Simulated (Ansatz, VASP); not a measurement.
## One calculation of CaS, two programs

Contents of INCAR:

```
SYSTEM = CaS
ALGO = Fast
EDIFF = 1E-7
EDIFFG = -0.005
ENCUT = 600
GGA = CA
IBRION = 2
ISIF = 3
ISMEAR = 0
LASPH = .TRUE.
LCHARG = .FALSE.
LREAL = .FALSE.
LWAVE = .FALSE.
NELM = 100
NSW = 100
PREC = Accurate
SIGMA = 0.02
```

The input KPOINTS:

```
k-points
0
G
  8 8 8
  0 0 0
```

File POSCAR:

```
CaS
1.0
    0.0000000000      2.8430000000      2.8430000000
    2.8430000000      0.0000000000      2.8430000000
    2.8430000000      2.8430000000      0.0000000000
Ca S
1 1
Direct
    0.0000000000      0.0000000000      0.0000000000
    0.5000000000      0.5000000000      0.5000000000
```

Input for Ansatz:

```yaml
crystal:
  lattice:
    - [0.0, 2.843, 2.843]
    - [2.843, 0.0, 2.843]
    - [2.843, 2.843, 0.0]
  atoms:
    - { symbol: Ca, position: [0.0, 0.0, 0.0] }
    - { symbol: S, position: [0.5, 0.5, 0.5] }
basis:
  ecutwfc: 420
kpoints:
  mp_grid: { grid: [8, 8, 8] }
hamiltonian:
  xc: lda
scf:
  occupations: { method: gaussian, width: 0.02 }
output:
  forces: true
  stress: true
  eigenvalues: true
relax:
  adjacent_minimum: "off"
  f_tol: 0.005
  max_steps: 80
  cell: { stress_tol: 0.05 }
```

Alike in both runs: task relaxation of cell and atoms; functional LDA; k mesh 8 × 8 × 8; occupations gaussian, width 0.02 eV; no spin polarisation.

|  | VASP | Ansatz |
| --- | --- | --- |
| version | VASP 6.6.1 | Ansatz 0.2.0 |
| potentials or method | VASP PAW LDA potentials, release 64 (Ca_sv, S) | scalar-relativistic, plane waves, PAW |
| plane-wave cutoff (eV) | 600 | 420 |
| valence electrons in the cell | 16 | 16 |

Ansatz gave:

- gap on the k mesh at the Fermi level, each at its own relaxed structure (eV): 1.97
- relaxed volume (Å³/atom): 21.54
- relaxed cell length with the largest relative difference (Å): 3.935
- energy change over the relaxation (meV/atom): -18

Task: Estimate VASP's values.

Result: gap on the k mesh at the Fermi level, each at its own relaxed structure (eV): 1.97; relaxed volume (Å³/atom): 21.63; relaxed cell length with the largest relative difference (Å): 3.940; energy change over the relaxation (meV/atom): -16.

A k mesh can miss the band edges. LDA usually gives volumes a few per cent too small. Zero-point motion and thermal expansion aren't in these numbers.
